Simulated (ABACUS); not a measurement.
# Te (P3_121) in ABACUS: reference runs

Aim: a first look at Te with PBE, on the cell as given and on a disturbed one.

Program: ABACUS 3.10.1. These are calculated values, not measurements. Logs are shortened: lines on timing, memory, paths and dates and some standing lists are left out, and cuts for length are marked.

### 1 The structure

The structure is trigonal, space group P3_121 (No. 152). The conventional cell has a = 4.454 Å, b = 4.454 Å, c = 5.924 Å, α = 90.00°, β = 90.00°, γ = 120.00°. Te (site symmetry 2) is surrounded by 2 Te at 2.86 Å.

### 2 Single point, PBE

Contents of INPUT:

```
INPUT_PARAMETERS
suffix              Te
calculation         scf
basis_type          pw
pseudo_dir          ./
symmetry            1
dft_functional      pbe
ecutwfc             83
pseudo_rcut         10
nspin               1
nbands              29
ks_solver           dav
smearing_method     fd
smearing_sigma      0.00367493
scf_thr             1e-08
scf_nmax            100
mixing_type         broyden
mixing_beta         0.7
cal_force           1
cal_stress          1
kpar                4
```

Contents of STRU:

```
ATOMIC_SPECIES
Te 127.6000 Te.upf

LATTICE_CONSTANT
1.8897261246

LATTICE_VECTORS
4.4540000000 0.0000000000 0.0000000000
-2.2270000000 3.8572771485 0.0000000000
0.0000000000 0.0000000000 5.9240000000

ATOMIC_POSITIONS
Direct

Te
0.0
3
0.7310000000 0.7310000000 0.0000000000 1 1 1
0.0000000000 0.2690000000 0.6666666667 1 1 1
0.2690000000 0.0000000000 0.3333333333 1 1 1
```

Contents of KPT:

```
K_POINTS
0
Gamma
7 7 5 0 0 0
```

Potentials or basis: PseudoDojo NC SR 0.4.1 PBE standard, plane waves.

Started as:

```console
$ OMP_NUM_THREADS=1 mpirun -np 4 abacus > log
```

running log:

```text
ABACUS v3.10.1

               Atomic-orbital Based Ab-initio Computation at UStc

 ------------------------------------------------------------------------------------

 READING GENERAL INFORMATION
                           global_out_dir = OUT.Te/
                           global_in_card = INPUT
                               pseudo_dir = ./
                              orbital_dir =
                                    DSIZE = 4
                                    GSIZE = 1

 READING UNITCELL INFORMATION
                                    ntype = 1
                  lattice constant (Bohr) = 1.88973
              lattice constant (Angstrom) = 1

 READING ATOM TYPE 1
                               atom label = Te
                      L=0, number of zeta = 1
                      L=1, number of zeta = 1
                      L=2, number of zeta = 1
             number of atom for this type = 3

                        TOTAL ATOM NUMBER = 3
DIRECT COORDINATES
    atom                   x                   y                   z     mag                  vx                  vy                  vz
taud_Te1            0.7310000000        0.7310000000        0.0000000000  0.0000        0.0000000000        0.0000000000        0.0000000000
taud_Te2            0.0000000000        0.2690000000        0.6666666667  0.0000        0.0000000000        0.0000000000        0.0000000000
taud_Te3            0.2690000000        0.0000000000        0.3333333333  0.0000        0.0000000000        0.0000000000        0.0000000000

                          Volume (Bohr^3) = 686.82
                             Volume (A^3) = 101.776

 Lattice vectors: (Cartesian coordinate: in unit of a_0)
               +4.454                  +0                  +0
               -2.227            +3.85728                  +0
                   +0                  +0              +5.924
 Reciprocal vectors: (Cartesian coordinate: in unit of 2 pi/a_0)
            +0.224517           +0.129625                  -0
                   -0            +0.25925                  -0
                   +0                  -0           +0.168805
 The esolver type has been set to : ksdft_pw

                PAO radial cut off (Bohr) = 10

 Read in pseudopotential file is Te.upf
                     pseudopotential type = NC
          exchange-correlation functional = PBE
                 nonlocal core correction = 1
                        valence electrons = 16
                                     lmax = 2
                           number of zeta = 3
                     number of projectors = 6
                           L of projector = 0
                           L of projector = 0
                           L of projector = 1
                           L of projector = 1
                           L of projector = 2
                           L of projector = 2
     initial pseudo atomic orbital number = 27

 SETUP THE ELECTRONS NUMBER
            electron number of element Te = 16
      total electron number of element Te = 48
[... 161 lines left out ...]
 projector 1 L=0
 projector 2 L=0
 projector 3 L=1
 projector 4 L=1
 projector 5 L=2
 projector 6 L=2
      TOTAL NUMBER OF NONLOCAL PROJECTORS = 54

 Init Non-Local PseudoPotential table :
 Init Non-Local-Pseudopotential done.

                                     npwx = 8786

 Make real space PAO into reciprocal space.
       max mesh points in Pseudopotential = 1001
     dq(describe PAO in reciprocal space) = 0.01
                                    max q = 1098

 number of pseudo atomic orbitals for Te is 3
WARNING: norm of atomic wavefunction # 3 of atomic type Te is 0.999974, renormalized

 -------------------------------------------
 SELF-CONSISTENT
 -------------------------------------------
                                 init_chg = atomic

 PW ALGORITHM --------------- ION=   1  ELEC=   1--------------------------------

 Notice: Threshold on eigenvalues was too large.
 hsover_error=0.48 > DRHO=0.0154892
 Origin diag ethr = 0.01
 New diag ethr = 3.22691e-05

 Density error is 0.014716295297
                          Error Threshold = 3.22690950246e-05
----------------------------------------------------------
     Energy           Rydberg                 eV
----------------------------------------------------------
 E_KohnSham     -629.1480614139      -8559.9985208829
 E_Harris       -629.5616463670      -8565.6256328528
 E_Fermi        0.6774987793         9.2178437866
----------------------------------------------------------
[... 51 lines left out ...]
 Density error is 5.81035815516e-09
                          Error Threshold = 1.56713586361e-10
----------------------------------------------------------
     Energy           Rydberg                 eV
----------------------------------------------------------
 E_KohnSham     -629.1494848708      -8560.0178880083
 E_KS(sigma->0) -629.1494814129      -8560.0178409608
 E_Harris       -629.1489382318      -8560.0104506029
 E_band         -57.7178794036       -785.2920363653
 E_one_elec     -289.7485981464      -3942.2319223033
 E_Hartree      161.1480220535       2192.5313213568
 E_xc           -147.7337911734      -2010.0213471007
 E_Ewald        -352.8151106886      -4800.2958458662
 E_entropy(-TS) -0.0000069159        -0.0000940951
 E_descf        0.0000000000         0.0000000000
 E_exx          0.0000000000         0.0000000000
 E_Fermi        0.6782180028         9.2276293239
----------------------------------------------------------

 charge density convergence is achieved
 final etot is -8560.017888 eV
 EFERMI = 9.2276293239 eV

 STATE ENERGY(eV) AND OCCUPATIONS    NSPIN == 1
 1/8 kpoint (Cartesian) = 0.0000 0.0000 0.0000 (8757 pws)
       1       -28.3602     0.00816327
       2       -28.3602     0.00816327
       3       -28.3143     0.00816327
       4       -28.3109     0.00816327
       5       -28.3109     0.00816327
       6       -28.2394     0.00816327
[... 176 lines left out ...]
      28        12.8315    4.87811e-33
      29        14.3373    4.06366e-46

[... levels at 2 further k points ...]

------------------------------------------------------------------------------------------
 TOTAL-FORCE (eV/Angstrom)
------------------------------------------------------------------------------------------
                       Te1        -0.1004621014        -0.1740054639         0.0000000000
                       Te2        -0.1004621014         0.1740054639         0.0000000000
                       Te3         0.2009242028         0.0000000000         0.0000000000
------------------------------------------------------------------------------------------

----------------------------------------------------------------
 TOTAL-STRESS (KBAR)
----------------------------------------------------------------
        13.9490417744         0.0000000000         0.0000000000
         0.0000000000        13.9490417741         0.0000000000
         0.0000000000        -0.0000000000        19.0313807316
----------------------------------------------------------------
 TOTAL-PRESSURE: 15.643155 KBAR

 --------------------------------------------
 !FINAL_ETOT_IS -8560.0178880083458353 eV
 --------------------------------------------
```

It took 35 s on 4 MPI ranks of Intel Xeon Platinum 8375C at 2.90GHz (Ice Lake), shared host; peak memory 0.72 GiB.

What came out:

```
Free energy            : -8560.0179 eV
Pressure               : 1.6 GPa
Largest force          : 0.201 eV/Å
Band gap on the k mesh : 0.62 eV, indirect (least direct gap 0.79 eV)
```

Forces on the atoms (eV/Å):
```
Te  -0.100 -0.174  0.000
Te  -0.100  0.174  0.000
Te   0.201  0.000  0.000
```

Stress tensor (GPa, compression positive):
```
1.39 0.00 0.00
0.00 1.39 0.00
0.00 0.00 1.90
```

Levels at points of the mesh, in eV from the valence-band top:
```csv
k point,band 21,band 22,band 23,band 24,band 25,band 26,band 27,band 28
"(0.00, 0.00, 0.00)",-2.59,-1.51,-1.51,-0.69,1.18,1.18,1.77,5.18
```

Caveat: spin-orbit coupling is left out, which moves the levels of the heavy elements; an odd mesh through Γ misses points on the zone boundary, where band edges often lie.

### 3 Single point, PBE (atoms moved at random, drawn with an rms of 0.05 Å)

INPUT: that of step 2 with these lines changed.

```diff
@@ -20,2 +20,4 @@
 cal_stress          1
-kpar                4
+out_chg             1
+out_pot             2
+out_elf             1
```

Contents of STRU:

```
ATOMIC_SPECIES
Te 127.6000 Te.upf

LATTICE_CONSTANT
1.8897261246

LATTICE_VECTORS
4.4540000000 0.0000000000 0.0000000000
-2.2270000000 3.8572771485 0.0000000000
0.0000000000 0.0000000000 5.9240000000

ATOMIC_POSITIONS
Direct

Te
0.0
3
0.7263560000 0.7262820000 -0.0009900000 1 1 1
0.0065170000 0.2784260000 0.6737860000 1 1 1
0.2737860000 0.0109860000 0.3330490000 1 1 1
```

KPT is that of step 2.

Potentials or basis: PseudoDojo NC SR 0.4.1 PBE standard, plane waves.

Started as:

```console
$ OMP_NUM_THREADS=1 mpirun -np 4 abacus > log
```

running log:

```text
ABACUS v3.10.1

               Atomic-orbital Based Ab-initio Computation at UStc

 ------------------------------------------------------------------------------------

 READING GENERAL INFORMATION
                           global_out_dir = OUT.Te/
                           global_in_card = INPUT
                               pseudo_dir = ./
                              orbital_dir =
                                    DSIZE = 4
                                    GSIZE = 1

 READING UNITCELL INFORMATION
                                    ntype = 1
                  lattice constant (Bohr) = 1.88973
              lattice constant (Angstrom) = 1

 READING ATOM TYPE 1
                               atom label = Te
                      L=0, number of zeta = 1
                      L=1, number of zeta = 1
                      L=2, number of zeta = 1
             number of atom for this type = 3

                        TOTAL ATOM NUMBER = 3
DIRECT COORDINATES
    atom                   x                   y                   z     mag                  vx                  vy                  vz
taud_Te1            0.7263560000        0.7262820000        0.9990100000  0.0000        0.0000000000        0.0000000000        0.0000000000
taud_Te2            0.0065170000        0.2784260000        0.6737860000  0.0000        0.0000000000        0.0000000000        0.0000000000
taud_Te3            0.2737860000        0.0109860000        0.3330490000  0.0000        0.0000000000        0.0000000000        0.0000000000
[... 311 lines left out ...]
 E_one_elec     -289.0684279204      -3932.9777316191
 E_Hartree      160.8113375580       2187.9504937906
 E_xc           -147.7250874464      -2009.9029268188
 E_Ewald        -353.1673128657      -4805.0878023219
 E_entropy(-TS) -0.0000151878        -0.0002066407
 E_descf        0.0000000000         0.0000000000
 E_exx          0.0000000000         0.0000000000
 E_Fermi        0.6761112988         9.1989661461
----------------------------------------------------------

 charge density convergence is achieved
 final etot is -8560.0181736 eV
 EFERMI = 9.1989661461 eV
The vacuum level is 8.5817318691 eV

 STATE ENERGY(eV) AND OCCUPATIONS    NSPIN == 1
 1/123 kpoint (Cartesian) = 0.0000 0.0000 0.0000 (2206 pws)
       1       -28.3807     0.00816327
       2       -28.3577     0.00816327
       3       -28.3297     0.00816327
       4       -28.3135     0.00816327
       5       -28.2631     0.00816327
       6       -28.2258     0.00816327
[... 176 lines left out ...]
      28        13.3958    5.74573e-39
      29        13.5415    3.12090e-40

[... levels at 117 further k points ...]

------------------------------------------------------------------------------------------
 TOTAL-FORCE (eV/Angstrom)
------------------------------------------------------------------------------------------
                       Te1        -0.0479690564        -0.0293812649         0.1314848629
                       Te2        -0.0879948745         0.0938135830        -0.1914020273
                       Te3         0.1359639308        -0.0644323181         0.0599171644
------------------------------------------------------------------------------------------

----------------------------------------------------------------
 TOTAL-STRESS (KBAR)
----------------------------------------------------------------
        11.0200734874        -1.0082941065        -0.4424485963
        -1.0082941065        10.7064292973        -1.4630548432
        -0.4424485963        -1.4630548432        15.0588630940
----------------------------------------------------------------
 TOTAL-PRESSURE: 12.261789 KBAR

 --------------------------------------------
 !FINAL_ETOT_IS -8560.0181736098802503 eV
 --------------------------------------------
```

Wall time 2.4 min (4 MPI ranks of Intel Xeon Platinum 8375C at 2.90GHz (Ice Lake), shared host); peak memory 0.88 GiB.

What came out:

```yaml
Free_energy: -8560.0182 eV
Pressure: 1.2 GPa
Largest_force: 0.231 eV/Å
Band_gap_on_the_k_mesh: 0.48 eV, indirect (least direct gap 0.71 eV)
```

Forces on the atoms (eV/Å):
```
Te  -0.048 -0.029  0.131
Te  -0.088  0.094 -0.191
Te   0.136 -0.064  0.060
```

Caveat: spin-orbit coupling is left out, which moves the levels of the heavy elements; an odd mesh through Γ misses points on the zone boundary, where band edges often lie.
